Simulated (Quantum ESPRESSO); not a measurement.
# Sc (P-1) in Quantum ESPRESSO: equation of state

Aim: energy against volume of Sc in PBE, for its equilibrium volume and stiffness.

Program: Quantum ESPRESSO 7.5. These are calculated values, not measurements. Logs are shortened: lines on timing, memory, paths and dates and some standing lists are left out, and cuts for length are marked.

### Step 1. Starting point

The typed cell holds 1 atom: a = 3.202 Å, b = 3.216 Å, c = 3.226 Å, α = 61.44°, β = 61.31°, γ = 62.16°.

This isn't the form of Sc at room conditions, which is hcp.

### Step 2. Single point, PBE, 22.89 Å³/atom

The input, pw.in:

```
&CONTROL
  calculation = 'scf'
  prefix = 'pwscf'
  outdir = './tmp'
  pseudo_dir = './pseudo'
  tprnfor = .true.
  tstress = .true.
  disk_io = 'nowf'
/
&SYSTEM
  ibrav = 0
  nat = 1
  ntyp = 1
  ecutwfc = 60
  nbnd = 11
  occupations = 'smearing'
  smearing = 'fd'
  degauss = 0.00367493
/
&ELECTRONS
  conv_thr = 2d-10
  electron_maxstep = 120
  mixing_beta = 0.5
/
ATOMIC_SPECIES
Sc    44.9559 Sc_ONCV_PBE-1.0.oncvpsp.upf
CELL_PARAMETERS angstrom
   3.1365971845    0.0000000000    0.0000000000
   1.4714439712    2.7860806271    0.0000000000
   1.5173726363    0.9075344187    2.6195907938
ATOMIC_POSITIONS crystal
Sc     0.0000000000    0.0000000000    0.0000000000
K_POINTS automatic
10 10 10 0 0 0
```

Potentials or basis: SSSP 1.3 efficiency PBE.

The run is started by

```bash
OMP_NUM_THREADS=1 pw.x -in pw.in > pw.out
```

pw.out:

```text
This program is part of the open-source Quantum ESPRESSO suite
     for quantum simulation of materials; please cite
[... 9 lines left out ...]
     --------------------
     sticks:   dense  smooth     PW     G-vecs:    dense   smooth      PW
     Sum         599     599    195                 9687     9687    1827

     Using Slab Decomposition

     bravais-lattice index     =            0
     lattice parameter (alat)  =       5.9273  a.u.
     unit-cell volume          =     154.4836 (a.u.)^3
     number of atoms/cell      =            1
     number of atomic types    =            1
     number of electrons       =        11.00
     number of Kohn-Sham states=           11
     kinetic-energy cutoff     =      60.0000  Ry
     charge density cutoff     =     240.0000  Ry
     scf convergence threshold =      2.0E-10
     mixing beta               =       0.5000
     number of iterations used =            8  plain     mixing
     Exchange-correlation= PBE
                           (   1   4   3   4   0   0   0)

     celldm(1)=   5.927310  celldm(2)=   0.000000  celldm(3)=   0.000000
     celldm(4)=   0.000000  celldm(5)=   0.000000  celldm(6)=   0.000000

     crystal axes: (cart. coord. in units of alat)
               a(1) = (   1.000000   0.000000   0.000000 )
               a(2) = (   0.469121   0.888249   0.000000 )
               a(3) = (   0.483764   0.289337   0.835170 )

     reciprocal axes: (cart. coord. in units 2 pi/alat)
               b(1) = (  1.000000 -0.528141 -0.396270 )
               b(2) = (  0.000000  1.125810 -0.390027 )
               b(3) = (  0.000000  0.000000  1.197362 )

     PseudoPot. # 1 for Sc read from file:
     Sc_ONCV_PBE-1.0.oncvpsp.upf
     Pseudo is Norm-conserving, Zval = 11.0
     Generated using ONCVPSP code by D. R. Hamann
     Using radial grid of 1662 points,  6 beta functions with:
                l(1) =   0
                l(2) =   0
                l(3) =   1
                l(4) =   1
                l(5) =   2
                l(6) =   2

     atomic species   valence    mass     pseudopotential
     Sc               11.00    44.95590     Sc( 1.00)

      2 Sym. Ops., with inversion, found

   Cartesian axes

     site n.     atom                  positions (alat units)
         1        Sc     tau(   1) = (   0.0000000   0.0000000   0.0000000  )

     number of k points=   504  Fermi-Dirac smearing, width (Ry)=  0.0037

     Number of k-points >= 100: set verbosity='high' to print them.

     Dense  grid:     9687 G-vectors     FFT dimensions: (  30,  30,  30)

     Initial potential from superposition of free atoms

     starting charge      10.9974, renormalised to      11.0000
     Starting wfcs are   10 randomized atomic wfcs +    1 random wfcs

     Self-consistent Calculation

     iteration #  1     ecut=    60.00 Ry     beta= 0.50
     Davidson diagonalization with overlap
     ethr =  1.00E-02,  avg # of iterations =  3.2

     Threshold (ethr) on eigenvalues was too large:
     Diagonalizing with lowered threshold

     Davidson diagonalization with overlap
     ethr =  6.68E-05,  avg # of iterations =  3.0

     total energy              =     -91.85821133 Ry
     estimated scf accuracy    <       0.00858937 Ry

     iteration #  2     ecut=    60.00 Ry     beta= 0.50
     Davidson diagonalization with overlap
     ethr =  7.81E-05,  avg # of iterations =  1.7

     total energy              =     -91.85964656 Ry
     estimated scf accuracy    <       0.00024954 Ry

     iteration #  3     ecut=    60.00 Ry     beta= 0.50
     Davidson diagonalization with overlap
     ethr =  2.27E-06,  avg # of iterations =  3.3

     total energy              =     -91.85968451 Ry
     estimated scf accuracy    <       0.00005148 Ry

     iteration #  4     ecut=    60.00 Ry     beta= 0.50
     Davidson diagonalization with overlap
     ethr =  4.68E-07,  avg # of iterations =  1.2

     total energy              =     -91.85968710 Ry
     estimated scf accuracy    <       0.00000137 Ry

     iteration #  5     ecut=    60.00 Ry     beta= 0.50
     Davidson diagonalization with overlap
     ethr =  1.25E-08,  avg # of iterations =  1.8

     total energy              =     -91.85968735 Ry
     estimated scf accuracy    <       0.00000008 Ry

     iteration #  6     ecut=    60.00 Ry     beta= 0.50
     Davidson diagonalization with overlap
     ethr =  7.58E-10,  avg # of iterations =  2.0

     total energy              =     -91.85968736 Ry
     estimated scf accuracy    <          2.6E-09 Ry

     iteration #  7     ecut=    60.00 Ry     beta= 0.50
     Davidson diagonalization with overlap
     ethr =  2.39E-11,  avg # of iterations =  2.2

     End of self-consistent calculation

     Number of k-points >= 100: set verbosity='high' to print the bands.

     the Fermi energy is    10.3933 ev

!    total energy              =     -91.85968736 Ry
     estimated scf accuracy    <          1.3E-10 Ry
     smearing contrib. (-TS)   =      -0.00119552 Ry
     internal energy E=F+TS    =     -91.85849184 Ry

     The total energy is F=E-TS. E is the sum of the following terms:
     one-electron contribution =     -33.72552315 Ry
     hartree contribution      =      18.91249828 Ry
     xc contribution           =     -11.92512965 Ry
     ewald contribution        =     -65.12033732 Ry

     convergence has been achieved in   7 iterations

     Forces acting on atoms (cartesian axes, Ry/au):

     atom    1 type  1   force =     0.00000000    0.00000000    0.00000000

     Total force =     0.000000     Total SCF correction =     0.000000

     Computing stress (Cartesian axis) and pressure

          total   stress  (Ry/bohr**3)                   (kbar)     P=       44.16
   0.00037443   0.00007540   0.00003981           55.08       11.09        5.86
   0.00007540   0.00026131   0.00003450           11.09       38.44        5.08
   0.00003981   0.00003450   0.00026477            5.86        5.08       38.95

=------------------------------------------------------------------------------=
   JOB DONE.
=------------------------------------------------------------------------------=
```

Run time: 64 s. Hardware: 1 thread of Arm Neoverse V2, shared host; peak memory 0.13 GiB.

Results:

```yaml
Free_energy: -1249.8147 eV
Pressure: 4.4 GPa
Band_gap_on_the_k_mesh: none (metal or under the smearing width)
```

### Step 3. Single point, PBE, 23.38 Å³/atom

pw.in: that of step 2 with these lines changed.

```diff
@@ -27,5 +27,5 @@
 CELL_PARAMETERS angstrom
-   3.1365971845    0.0000000000    0.0000000000
-   1.4714439712    2.7860806271    0.0000000000
-   1.5173726363    0.9075344187    2.6195907938
+   3.1586866249    0.0000000000    0.0000000000
+   1.4818065941    2.8057015597    0.0000000000
+   1.5280587111    0.9139257167    2.6380392241
 ATOMIC_POSITIONS crystal
```

Potentials or basis: SSSP 1.3 efficiency PBE.

The run is started by

```bash
OMP_NUM_THREADS=1 pw.x -in pw.in > pw.out
```

Wall time 66 s (1 thread of Arm Neoverse V2, shared host); peak memory 0.14 GiB.

Results (log left out):

| Quantity | Value |
| --- | --- |
| Free energy | -1249.8261 eV |
| Pressure | 3.1 GPa |
| Band gap on the k mesh | none (metal or under the smearing width) |

### Step 4. Single point, PBE, 23.87 Å³/atom

pw.in: that of step 3 with these lines changed.

```diff
@@ -27,5 +27,5 @@
 CELL_PARAMETERS angstrom
-   3.1586866249    0.0000000000    0.0000000000
-   1.4818065941    2.8057015597    0.0000000000
-   1.5280587111    0.9139257167    2.6380392241
+   3.1804713590    0.0000000000    0.0000000000
+   1.4920262729    2.8250518371    0.0000000000
+   1.5385973801    0.9202288519    2.6562331730
 ATOMIC_POSITIONS crystal
```

The run is started by

```bash
OMP_NUM_THREADS=1 pw.x -in pw.in > pw.out
```

Wall time 66 s (1 thread of Arm Neoverse V2, shared host); peak memory 0.14 GiB.

Results (log left out):

* Free energy: -1249.8338 eV
* Pressure: 1.9 GPa
* Band gap on the k mesh: none (metal or under the smearing width)

### Step 5. Single point, PBE, 24.35 Å³/atom

pw.in: that of step 4 with these lines changed.

```diff
@@ -27,5 +27,5 @@
 CELL_PARAMETERS angstrom
-   3.1804713590    0.0000000000    0.0000000000
-   1.4920262729    2.8250518371    0.0000000000
-   1.5385973801    0.9202288519    2.6562331730
+   3.2019616822    0.0000000000    0.0000000000
+   1.5021078373    2.8441406042    0.0000000000
+   1.5489936237    0.9264468030    2.6741812389
 ATOMIC_POSITIONS crystal
```

The run is started by

```bash
OMP_NUM_THREADS=1 pw.x -in pw.in > pw.out
```

Wall time 65 s (1 thread of Arm Neoverse V2, shared host); peak memory 0.14 GiB.

It converged, with:

* Free energy: -1249.8379 eV
* Pressure: 0.8 GPa
* Band gap on the k mesh: none (metal or under the smearing width)

### Step 6. Single point, PBE, 24.84 Å³/atom

pw.in: that of step 5 with these lines changed.

```diff
@@ -27,5 +27,5 @@
 CELL_PARAMETERS angstrom
-   3.2019616822    0.0000000000    0.0000000000
-   1.5021078373    2.8441406042    0.0000000000
-   1.5489936237    0.9264468030    2.6741812389
+   3.2231673444    0.0000000000    0.0000000000
+   1.5120558612    2.8629765214    0.0000000000
+   1.5592521586    0.9325823911    2.6918915646
 ATOMIC_POSITIONS crystal
```

Potentials or basis: SSSP 1.3 efficiency PBE.

The run is started by

```bash
OMP_NUM_THREADS=1 pw.x -in pw.in > pw.out
```

Run time: 52 s. Hardware: 1 thread of Arm Neoverse V2, shared host; peak memory 0.14 GiB.

The run converged. Its results:

| Item | Value |
| --- | --- |
| Free energy | -1249.8388 eV |
| Pressure | -0.2 GPa |
| Band gap on the k mesh | none (metal or under the smearing width) |

### Step 7. Single point, PBE, 25.33 Å³/atom

pw.in: that of step 6 with these lines changed.

```diff
@@ -27,5 +27,5 @@
 CELL_PARAMETERS angstrom
-   3.2231673444    0.0000000000    0.0000000000
-   1.5120558612    2.8629765214    0.0000000000
-   1.5592521586    0.9325823911    2.6918915646
+   3.2440975890    0.0000000000    0.0000000000
+   1.5218746809    2.8815677989    0.0000000000
+   1.5693774563    0.9386382906    2.7093718697
 ATOMIC_POSITIONS crystal
```

The run is started by

```bash
OMP_NUM_THREADS=1 pw.x -in pw.in > pw.out
```

Run time: 52 s. Hardware: 1 thread of Arm Neoverse V2, shared host; peak memory 0.14 GiB.

It converged, with:

| Item | Value |
| --- | --- |
| Free energy | -1249.8367 eV |
| Pressure | -1.2 GPa |
| Band gap on the k mesh | none (metal or under the smearing width) |

### Step 8. Single point, PBE, 25.81 Å³/atom

pw.in: that of step 7 with these lines changed.

```diff
@@ -27,5 +27,5 @@
 CELL_PARAMETERS angstrom
-   3.2440975890    0.0000000000    0.0000000000
-   1.5218746809    2.8815677989    0.0000000000
-   1.5693774563    0.9386382906    2.7093718697
+   3.2647611881    0.0000000000    0.0000000000
+   1.5315684116    2.8999222288    0.0000000000
+   1.5793737606    0.9446170396    2.7266294807
 ATOMIC_POSITIONS crystal
```

The run is started by

```bash
OMP_NUM_THREADS=1 pw.x -in pw.in > pw.out
```

Run time: 56 s. Hardware: 1 thread of Arm Neoverse V2, shared host; peak memory 0.15 GiB.

It converged, with:

| Item | Value |
| --- | --- |
| Free energy | -1249.8318 eV |
| Pressure | -2.0 GPa |
| Band gap on the k mesh | none (metal or under the smearing width) |

### Step 9. Equation of state, PBE

Potentials or basis: SSSP 1.3 efficiency PBE.

This step only gathers the single runs of the series.

Results:

```
Equilibrium volume                        : 24.74 Å³/atom
Bulk modulus at fixed shape and positions : 51 GPa
Pressure derivative of the bulk modulus   : 3.1
```

Energy against volume, from the lowest point:
| volume (Å³/atom) | energy (meV/atom) |
| --- | --- |
| 22.892 | 24.04 |
| 23.379 | 12.62 |
| 23.866 | 5.00 |
| 24.353 | 0.89 |
| 24.840 | 0.00 |
| 25.327 | 2.09 |
| 25.815 | 6.94 |

Caveat: the cell was scaled at fixed shape and fractional positions, which overstates the stiffness of a crystal with free parameters, most of all of layers and chains.
